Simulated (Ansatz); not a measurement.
Results of PBE0 in Ansatz (plane waves, PAW) for zinc-blende AlSb.

Numerical settings: plane-wave cutoff 520 eV, 8×8×8 k mesh, finite displacements, scalar-relativistic PAW data made under PBE.

Computed at the level's own relaxed cell.

Question: Give the computed TO(Γ) frequency.

Answer: 
- TO(Γ) frequency: 321 cm⁻¹

Measured, for comparison: zone-centre TO phonon frequency 323 cm⁻¹ (temperature not stated, no zero-point or thermal correction; as tabulated in Giannozzi et al., Phys. Rev. B (1991)). Computed (rounded) less measured: zone-centre TO phonon frequency -0.6 %.

Spin–orbit coupling is not included.

Cost on a shared machine: roughly 100 core-minutes.

Ansatz is a quantum-chemistry and plane-wave program.
